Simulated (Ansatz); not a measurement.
**Si₃C₄ and its competing phases**

Theory: DFT PBE, scalar-relativistic, plane waves, PAW (Ansatz). All cells share a 420 eV cutoff and Γ-centred k meshes spaced about 0.3 Å⁻¹ or finer (0.25 for metals, 2π included). No spin polarisation.

Formation energies are uncorrected and refer to the elements' standard structures at the same level.

These are static total energies at zero pressure. The reference form of C is held partly by dispersion forces, which this level lacks.

The competitors are the elements and 2 reference phases of this chemical system (from databases or known types: Si7C, SiC), relaxed at the same level; other known phases may be missing.

The candidate was reached from: a cell proposed by chemical analogy.

```xyz
14
Lattice="1.5187 0.8768 17.3234 -1.5187 0.8768 17.3234 0.0000 -1.7536 17.3234" Properties=species:S:1:pos:R:3 pbc="T T T"
Si    0.0000    0.0000   29.7991
Si    0.0000    0.0000   15.0121
Si    0.0000    0.0000   36.9751
Si    0.0000    0.0000   22.1828
Si    0.0000    0.0000   44.5837
Si    0.0000    0.0000    7.3982
C     0.0000    0.0000   13.1250
C     0.0000    0.0000   51.8697
C     0.0000    0.0000   35.0865
C     0.0000    0.0000   50.3288
C     0.0000    0.0000   20.2931
C     0.0000    0.0000    5.5093
C     0.0000    0.0000   27.9105
C     0.0000    0.0000   42.6949
```

Task: Into what would it decompose?

Result: Its formation energy is 0.052 eV/atom. The lowest competing mixture at this composition is this:

```
phase       space group             source  share of atoms  ΔE_f (eV/atom)
    C                 -            element          0.1429         -0.0002
  SiC  P6_3mc (No. 186)  Materials Project          0.8571          -0.204
```

The lowest database cell of C (-0.0002) lies slightly below the reference, hence the non-zero entry.

The mixture lies at -0.175 eV/atom, and the candidate lies 0.23 eV/atom above it. The candidate matches no cell in the subsets of the Crystallography Open Database and the Materials Project at hand. The margin is far too high for a likely synthesis. It holds C–C pairs (shortest 1.54 Å).
